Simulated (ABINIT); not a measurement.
## Ge in ABINIT: convergence with k mesh

Input of the first run (k mesh 2 × 2 × 2); the others differ in this setting and in those tied to it:

run.abi

```
pp_dirpath "./"
pseudos "Ge.hgh"

acell 3*1.0 Angstrom
rprim
     2.7104700000     0.0000000000     0.0000000000
     0.0000000000     2.7104700000     0.0000000000
     0.0000000000     0.0000000000     2.7104700000
ntypat 1
znucl 32
natom 1
typat 1
xred
     0.0000000000     0.0000000000     0.0000000000

ecut 16.0

kptopt 1
ngkpt 2 2 2
nshiftk 1
shiftk 0.0 0.0 0.0

ixc 7

nband 6
occopt 3
tsmear 0.1 eV

nstep 100
tolvrs 1.0e-10

iomode 3
prtwf 0
prtden 0
prteig 0
prtebands 0
enunit 2
```

Potentials or basis: HGH LDA.

Command:

```bash
$ abinit run.abi > log 2>&1
```

The cell was built by a generator and needn't be a form met in nature.

Hardware: 1 thread of Intel(R) Xeon(R) Platinum 8375C CPU @ 2.90GHz (Ice Lake) (shared host).

```csv
k mesh,"energy less the tightest run, at zero smearing (meV/atom)",pressure (GPa),SCF cycles,CPU time (s),peak memory (GiB)
2 × 2 × 2,-919.45,-12.87,6,0.32,0.06
3 × 3 × 3,1059.92,0.40,6,0.37,0.06
4 × 4 × 4,179.88,-5.20,7,0.53,0.06
6 × 6 × 6,-2.50,-6.42,6,0.7,0.06
8 × 8 × 8,36.40,-5.08,7,1.4,0.06
9 × 9 × 9,1.16,-5.83,7,1.3,0.06
10 × 10 × 10,-32.90,-6.52,6,1.7,0.06
12 × 12 × 12,14.44,-5.96,7,3.8,0.06
15 × 15 × 15,0.00,-6.15,7,4.8,0.06
```

Not settled before the last step: the energy (to 1 meV/atom), the pressure (to 0.1 GPa). Meshes of other sizes hit other points, so gaps and Fermi surfaces needn't settle smoothly. The tightest run that finished is the yardstick and may itself not be fully converged.

Caveat, for the tightest run too: HGH potentials are hard and often keep d shells in the core, so these values are rough.
